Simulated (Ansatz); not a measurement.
# Electroresistance of MgB2/AlN/ZrB2, part 2 of 7

Both polarities of the barrier in MgB2/AlN/ZrB2, relaxed and compared. The lower electrode is MgB2 AlB2(0001), the upper one ZrB2 AlB2(0001); the barrier is AlN zinc blende(111) (whole bilayers). In the first transport cell, after relaxation, the nearest pair of electrode and barrier is Mg–N at 2.42 Å, at a slant, at the lower face and Zr–Al at 3.29 Å, at a slant, at the upper one. All share a net of side 3.111 Å, which strains the lower electrode by +1.3 %, the upper one by -2.2 % and the barrier by +0.0 %, against typed lattice constants near PBE's. The first steps treat the bulk electrodes alone.

Ansatz 0.2.0; PBE DFT, plane waves, PAW files (the session's first sound run).

So far: Starting point; The strained electrode, electrode MgB2 AlB2(0001); Layer spacing of the electrode, electrode ZrB2 AlB2(0001).

## (4) Relaxation, box 38.5 Å, polarity N face on the lower electrode

System of this step: MgB2/AlN/ZrB2. The cell holds 20 atoms: 8 B, 2 Mg, 4 N, 4 Al and 2 Zr. Its edges and angles: a = 3.111 Å, b = 3.111 Å, c = 38.541 Å, α = 90.0°, β = 90.0°, γ = 120.0°. Vacuum lies along c.

The starting distances are typed guesses, too rough for a quantity that is exponential in distance. A short slab in vacuum serves: only the barrier and the layers next to it are taken over, and later cells can add or drop layers in the barrier's middle. The dipole correction removes the field that unlike faces would set up across the vacuum.

Contents of input.yaml:

```yaml
crystal:
  lattice:
    - [3.111, 0.0, 0.0]
    - [-1.5555, 2.6942050312, 0.0]
    - [0.0, 0.0, 38.5410552072]
  atoms:
    - { symbol: B, position: [0.33333333, 0.66666667, 0.2075708607] }
    - { symbol: B, position: [0.66666667, 0.33333333, 0.2075708607] }
    - { symbol: Mg, position: [0.0, 0.0, 0.2529380627] }
    - { symbol: B, position: [0.33333333, 0.66666667, 0.2983052647] }
    - { symbol: B, position: [0.66666667, 0.33333333, 0.2983052647] }
    - { symbol: Mg, position: [0.0, 0.0, 0.3436724667] }
    - { symbol: "N", position: [0.33333333, 0.66666667, 0.3752673432] }
    - { symbol: Al, position: [0.66666667, 0.33333333, 0.3917464938] }
    - { symbol: "N", position: [0.66666667, 0.33333333, 0.4411839455] }
    - { symbol: Al, position: [0.0, 0.0, 0.4576630961] }
    - { symbol: "N", position: [0.0, 0.0, 0.5071005479] }
    - { symbol: Al, position: [0.33333333, 0.66666667, 0.5235796984] }
    - { symbol: "N", position: [0.33333333, 0.66666667, 0.5730171502] }
    - { symbol: Al, position: [0.66666667, 0.33333333, 0.5894963008] }
    - { symbol: Zr, position: [0.0, 0.0, 0.6521662512] }
    - { symbol: B, position: [0.33333333, 0.66666667, 0.6989205472] }
    - { symbol: B, position: [0.66666667, 0.33333333, 0.6989205472] }
    - { symbol: Zr, position: [0.0, 0.0, 0.7456748433] }
    - { symbol: B, position: [0.33333333, 0.66666667, 0.7924291393] }
    - { symbol: B, position: [0.66666667, 0.33333333, 0.7924291393] }
kpoints:
  mp_grid: { grid: [8, 8, 1] }
scf:
  occupations: { method: fermi_dirac, width: 0.1 }
  max_iter: 150
hamiltonian:
  xc: pbe
efield:
  axis: 3
  dipole_correction: true
relax:
  f_tol: 0.04
  max_steps: 90
output:
  forces: true
```

The run is started by

```sh
$ ansatz run input.yaml --threads 4 --pin off --max-ram 12288MiB --backend cpu --events-out ev --progress --plain --runs-dir out
```

Numbers of over 12 decimals in the logs are rounded to 6 here.

The program printed:

```text
[...]
Crystal: 20 atoms, lattice volume = 323.038 Å³
Basis set: ecut = 420 eV, 6297 PW (Γ), exchange–correlation on 48×48×540 points (8 copies of the dense FFT grid, shifted against one another)
Bands: 70, of which v1, the nominal top of the filled ones, is band 50 counted from 1 (49 counted from 0)
Symmetry: 6 space group operations
[...]
k-points: 10 of 64 (time reversal used)
[...]
SCF iter   1: F=—  HF=-17161.807895 eV  |F-HF|=—  |Δ(HF+E_count)|=         —  Δρ=2.12e-2  dr2=2.41e2  ethr=1.77e-3  p=0.109 e·Å  D=6.10e-2 V/Å  ΔV_dip=-2.35 eV  dr2_dipole=3.07e2  V_vac-E_F(+/−)=4.60/6.95 eV  ⟨swp⟩=9.2  Hψ=3865  notcnv=0  defer=39
efield: sawtooth ramp at fractional position 0.9500 (placed from the atoms, in the widest stretch of the axis that holds none; the zero of the levels goes with the place), width 0.1000; the density the first Hamiltonian is built on has a dipole p = 0.109 e·Å; the dipole correction subtracts the counter field D = 6.10e-2 V/Å, which shifts the + side's vacuum level by -2.35 eV against the − side's; the planar-averaged density in the ramp window peaks in size at 1.7e-4 e/Å³
[...]
SCF iter   2: F=—  HF=-17160.311610 eV  |F-HF|=—  |Δ(HF+E_count)|=    1.50e0  Δρ=1.91e-2  dr2=6.40e1  ethr=1.77e-3  p=-0.028 e·Å  D=-1.56e-2 V/Å  ΔV_dip=0.60 eV  dr2_dipole=1.64e1  V_vac-E_F(+/−)=6.95/6.34 eV  ⟨swp⟩=5.4  Hψ=1365  notcnv=0  defer=68
[...]
SCF iter  11: F=-17159.224328 eV  HF=-17159.224350 eV  |F-HF|=2.22e-5  |Δ(HF+E_count)|=   3.06e-5  Δρ=2.44e-5  dr2=2.11e-5  ethr=4.00e-8  p=-0.015 e·Å  D=-8.35e-3 V/Å  ΔV_dip=0.32 eV  dr2_dipole=2.62e-6  V_vac-E_F(+/−)=6.16/5.84 eV  ⟨swp⟩=4.2  Hψ=2739  notcnv=0
SCF 1 converged in 11 iterations: F = -17159.224328 eV  dr2 = 2.11e-5
[...]
relax step   1: F+E_penalty+E_count = -17159.22432758 eV  Δ(F+E_penalty+E_count) = +0.000e0 eV  max|allowed force component| = 3.891e0 eV/Å  Δτ_max = 0.0000 Å  (11 SCF iters, dr2 threshold 4.00e-5 eV, accepted)
[...]
SCF iter   1: F=—  HF=-17160.092661 eV  |F-HF|=—  |Δ(HF+E_count)|=         —  Δρ=7.27e-3  dr2=1.03e0  ethr=1.05e-3  p=-0.015 e·Å  D=-8.35e-3 V/Å  ΔV_dip=0.32 eV  dr2_dipole=1.12e-1  V_vac-E_F(+/−)=6.22/5.90 eV  ⟨swp⟩=1.2  Hψ=2826  notcnv=0  defer=65
efield: sawtooth ramp at fractional position 0.9500 (handed on by an earlier solve), width 0.1000; the density the first Hamiltonian is built on has a dipole p = -0.015 e·Å; the dipole correction subtracts the counter field D = -8.35e-3 V/Å, which shifts the + side's vacuum level by +0.32 eV against the − side's; the planar-averaged density in the ramp window peaks in size at 1.2e-6 e/Å³
[...]
SCF iter   2: F=—  HF=-17159.998334 eV  |F-HF|=—  |Δ(HF+E_count)|=   9.43e-2  Δρ=4.25e-3  dr2=2.03e-1  ethr=1.03e-3  p=-0.016 e·Å  D=-8.93e-3 V/Å  ΔV_dip=0.34 eV  dr2_dipole=1.23e-1  V_vac-E_F(+/−)=6.16/5.82 eV  ⟨swp⟩=2.5  Hψ=977  notcnv=0  defer=65
[...]
SCF iter   7: F=-17159.974724 eV  HF=-17159.974802 eV  |F-HF|=7.76e-5  |Δ(HF+E_count)|=   3.60e-5  Δρ=8.11e-5  dr2=8.75e-5  ethr=1.00e-7  p=-0.011 e·Å  D=-6.21e-3 V/Å  ΔV_dip=0.24 eV  dr2_dipole=2.78e-6  V_vac-E_F(+/−)=6.07/5.83 eV  ⟨swp⟩=3.9  Hψ=2578  notcnv=0
SCF 2 converged in 7 iterations: F = -17159.974724 eV  dr2 = 8.75e-5
relax step   2: F+E_penalty+E_count = -17159.97472445 eV  Δ(F+E_penalty+E_count) = -7.504e-1 eV  max|allowed force component| = 2.065e0 eV/Å  Δτ_max = 0.1946 Å  (7 SCF iters, dr2 threshold 1.00e-4 eV, accepted)
SCF iter   1: F=—  HF=-17160.760886 eV  |F-HF|=—  |Δ(HF+E_count)|=         —  Δρ=1.55e-2  dr2=6.68e0  ethr=3.10e-3  p=-0.011 e·Å  D=-6.21e-3 V/Å  ΔV_dip=0.24 eV  dr2_dipole=1.48e-2  V_vac-E_F(+/−)=6.10/5.86 eV  ⟨swp⟩=5.9  Hψ=2389  notcnv=0  defer=45
[...]
SCF iter   8: F=-17160.372389 eV  HF=-17160.372408 eV  |F-HF|=1.87e-5  |Δ(HF+E_count)|=   1.60e-6  Δρ=4.35e-5  dr2=2.21e-5  ethr=1.00e-7  p=-0.009 e·Å  D=-5.17e-3 V/Å  ΔV_dip=0.20 eV  dr2_dipole=1.51e-6  V_vac-E_F(+/−)=6.00/5.80 eV  ⟨swp⟩=3.2  Hψ=2361  notcnv=0
SCF 3 converged in 8 iterations: F = -17160.372389 eV  dr2 = 2.21e-5
[...]
relax step   3: F+E_penalty+E_count = -17160.37238918 eV  Δ(F+E_penalty+E_count) = -3.977e-1 eV  max|allowed force component| = 5.417e-1 eV/Å  Δτ_max = 0.1902 Å  (8 SCF iters, dr2 threshold 1.00e-4 eV, accepted)
[...]
relax step   4: F+E_penalty+E_count = -17160.46326142 eV  Δ(F+E_penalty+E_count) = -9.087e-2 eV  max|allowed force component| = 4.133e-1 eV/Å  Δτ_max = 0.2000 Å  (9 SCF iters, dr2 threshold 2.02e-5 eV, accepted)
[...]
relax step   5: F+E_penalty+E_count = -17160.47183497 eV  Δ(F+E_penalty+E_count) = -8.574e-3 eV  max|allowed force component| = 1.282e-1 eV/Å  Δτ_max = 0.0770 Å  (9 SCF iters, dr2 threshold 1.17e-5 eV, accepted)
[...]
relax step   6: F+E_penalty+E_count = -17160.47576462 eV  Δ(F+E_penalty+E_count) = -3.930e-3 eV  max|allowed force component| = 6.801e-2 eV/Å  Δτ_max = 0.0457 Å  (10 SCF iters, accepted)
SCF iter   1: F=—  HF=-17160.477177 eV  |F-HF|=—  |Δ(HF+E_count)|=         —  Δρ=7.76e-4  dr2=2.92e-2  ethr=3.22e-4  p=-0.009 e·Å  D=-5.29e-3 V/Å  ΔV_dip=0.20 eV  dr2_dipole=1.15e-2  V_vac-E_F(+/−)=5.99/5.78 eV  ⟨swp⟩=2.0  Hψ=997  notcnv=0  defer=88
[...]
SCF iter   8: F=-17160.476330 eV  HF=-17160.476330 eV  |F-HF|=4.35e-8  |Δ(HF+E_count)|=   2.92e-8  Δρ=2.59e-6  dr2=8.38e-8  ethr=1.00e-10  p=-0.009 e·Å  D=-5.31e-3 V/Å  ΔV_dip=0.20 eV  dr2_dipole=2.57e-8  V_vac-E_F(+/−)=5.99/5.78 eV  ⟨swp⟩=4.1  Hψ=2071  notcnv=0
SCF 7 converged in 8 iterations: F = -17160.476330 eV  dr2 = 8.38e-8
relax step   7: F+E_penalty+E_count = -17160.47632972 eV  Δ(F+E_penalty+E_count) = -5.651e-4 eV  max|allowed force component| = 1.803e-2 eV/Å  Δτ_max = 0.0112 Å  (8 SCF iters, accepted)
SCF converged after 8 iterations
Free energy (F): -17160.476330 eV
[...]
Internal energy: -17160.270343 eV  (E = F + TS)
E sigma→0 (E₀):  -17160.373336 eV
Entropy (-TS):   -0.205987 eV (-10.299 meV/atom)
Fermi energy:    4.869427 eV
Dipole field:    D = -0.005484 V/Å  (p = -0.009791 e·Å, saw-weighted, corrected)
Work function:   Φ+ = 5.9904 eV   Φ− = 5.7790 eV
Levels:          The Fermi level and band energies are counted from a zero that moves with the ramp; work functions are not
[...]
--- Forces (eV/Å), atoms counted from 1 ---
  atom   1  B     -0.00000000    -0.00000000     0.00018913
  atom   2  B      0.00000000     0.00000000     0.00024053
  atom   3  Mg     0.00000000     0.00000000    -0.00023030
  atom   4  B      0.00000000    -0.00000000    -0.00166155
  atom   5  B      0.00000000     0.00000000     0.00071882
  atom   6  Mg     0.00000000    -0.00000000     0.00090873
  atom   7  N      0.00000000    -0.00000000    -0.00734620
  atom   8  Al     0.00000000     0.00000000     0.01398111
  atom   9  N      0.00000000    -0.00000000    -0.00824682
  atom  10  Al     0.00000000     0.00000000    -0.01290392
  atom  11  N     -0.00000000    -0.00000000     0.01804467
  atom  12  Al     0.00000000     0.00000000    -0.00053761
  atom  13  N      0.00000000    -0.00000000    -0.00632750
  atom  14  Al     0.00000000     0.00000000     0.00197756
  atom  15  Zr     0.00000000    -0.00000000    -0.00254095
  atom  16  B      0.00000000    -0.00000000    -0.00017448
  atom  17  B      0.00000000     0.00000000    -0.00270763
  atom  18  Zr     0.00000000    -0.00000000     0.00268376
  atom  19  B      0.00000000    -0.00000000     0.00230653
  atom  20  B      0.00000000     0.00000000     0.00183814
  max |Σ_I F_I| component: 2.12e-4 eV/Å
--- Relaxed structure (7 steps of the walk, 7 accepted, 0 SCFs on fresh bases) ---
  F+E_penalty+E_count = -17160.47632972 eV   max|allowed force component| = 1.803e-2 eV/Å
  atoms:
    - { symbol: B, position: [0.333333, 0.666667, 0.198258] }
    - { symbol: B, position: [0.666667, 0.333333, 0.197783] }
    - { symbol: Mg, position: [-1.768743683939555e-17, 0, 0.241801] }
    - { symbol: B, position: [0.333333, 0.666667, 0.287794] }
    - { symbol: B, position: [0.666667, 0.333333, 0.288740] }
    - { symbol: Mg, position: [-1.9241306226672263e-17, 0, 0.331557] }
    - { symbol: N, position: [0.333333, 0.666667, 0.373751] }
    - { symbol: Al, position: [0.666667, 0.333333, 0.392670] }
    - { symbol: N, position: [0.666667, 0.333333, 0.441470] }
    - { symbol: Al, position: [1.705288605036818e-18, 0, 0.458737] }
    - { symbol: N, position: [6.924293613329979e-19, 0, 0.507537] }
    - { symbol: Al, position: [0.333333, 0.666667, 0.524841] }
    - { symbol: N, position: [0.333333, 0.666667, 0.573722] }
    - { symbol: Al, position: [0.666667, 0.333333, 0.592251] }
    - { symbol: Zr, position: [1.8574289439224467e-17, 0, 0.663861] }
    - { symbol: B, position: [0.333333, 0.666667, 0.708834] }
    - { symbol: B, position: [0.666667, 0.333333, 0.708932] }
    - { symbol: Zr, position: [1.6427481073625934e-17, 0, 0.756018] }
    - { symbol: B, position: [0.333333, 0.666667, 0.799699] }
    - { symbol: B, position: [0.666667, 0.333333, 0.799700] }
```

Run time: 64 s. Hardware: 4 threads of Arm Neoverse N1, shared host; peak memory 0.88 GiB.

Step by step:

```tsv
step	energy less that of the first step (eV)	largest force component (eV/Å)
1	0.0000	3.8914
2	-0.7504	2.0655
3	-1.1481	0.5417
4	-1.2389	0.4133
5	-1.2475	0.1282
6	-1.2514	0.0680
7	-1.2520	0.0180
```

The run keeps the 6 symmetry operations that it works with, so distortions that break them were not tested.

The atoms that moved most (Å):

```tsv
atom	dx	dy	dz	length
Mg6	0.000	0.000	-0.467	0.467
Zr15	0.000	0.000	0.451	0.451
Mg3	0.000	0.000	-0.429	0.429
B4	0.000	0.000	-0.405	0.405
Zr18	0.000	0.000	0.399	0.399
B17	0.000	0.000	0.386	0.386
B16	0.000	0.000	0.382	0.382
B2	0.000	0.000	-0.377	0.377
```

Numbers from this step:

```
free energy               : -17160.4763 eV
Fermi energy              : 4.869 eV
work function, upper face : 5.990 eV
work function, lower face : 5.779 eV
dipole moment             : -0.009791 e·Å
dipole field              : -0.005484 V/Å
```

The largest force component on a free atom ends at 0.018 eV/Å. The work functions of the outer faces are 5.78 and 5.99 eV.

(Part 2 of 7 ends here.)

[Logs are printed without paths, hosts, clocks, repeated set-up lines and the standing remarks that a program may print on its own settings, such as how far it seeks lower states.]

[Hosts, paths, dates, database ids (printed as entryN), source tags and the programs' standing remarks are cut or masked in the printed files.]
